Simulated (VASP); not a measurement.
A run of VASP 6.6.1 is set up as follows.

File POSCAR:

```
C
1.0
    2.4461895597      0.0000000000      0.0000000000
   -1.2230947799      2.1184623015      0.0000000000
    0.0000000000      0.0000000000     21.9015365000
  C
     4
Direct
     0.0000000000000000    0.0000000000000000    0.4244550817794632
     0.6666666699999979    0.3333333400000029    0.4244161988772248
     0.0000000000000000    0.0000000000000000    0.5755449182205368
     0.3333333300000021    0.6666666599999971    0.5755838011227752
```

Contents of INCAR.step1:

```
ALGO = Fast
EDIFF = 1E-8
EDIFFG = -0.002
ENCUT = 600
IBRION = 2
ISIF = 2
ISMEAR = 0
KPAR = 4
LASPH = T
LATTICE_CONSTRAINTS = .TRUE. .TRUE. .FALSE.
LCHARG = F
LREAL = F
LWAVE = F
NELM = 80
NSW = 40
PREC = Accurate
SIGMA = 0.1
```

The input INCAR.step2:

```
ALGO = Fast
EDIFF = 1E-8
ENCUT = 600
IBRION = 6
ISIF = 2
ISMEAR = 0
KPAR = 4
LASPH = T
LATTICE_CONSTRAINTS = .TRUE. .TRUE. .FALSE.
LCHARG = F
LREAL = F
LWAVE = F
NELM = 80
NFREE = 2
NSW = 1
POTIM = 0.015
PREC = Accurate
SIGMA = 0.1
```

The input KPOINTS:

```
k-points
0
Gamma
  48 48 1
```

Potentials or basis: VASP PAW LDA potentials, release 64 (C).

Launch:

```sh
$ cat potpaw_LDA.64/C/POTCAR > POTCAR
$ cp INCAR.step1 INCAR
$ mpirun -np 4 vasp_std > vasp.out
$ cp CONTCAR POSCAR
$ cp INCAR.step2 INCAR
$ mpirun -np 4 vasp_std > vasp.out
```

Estimate the highest phonon frequency at Γ.

1602 cm⁻¹.

Phonon frequencies in cm⁻¹ (negative: imaginary):
```csv
q point,frequencies
"(0.000, 0.000, 0.000)",0 0 0 34 34 82 889 892 1597 1597 1602 1602
```
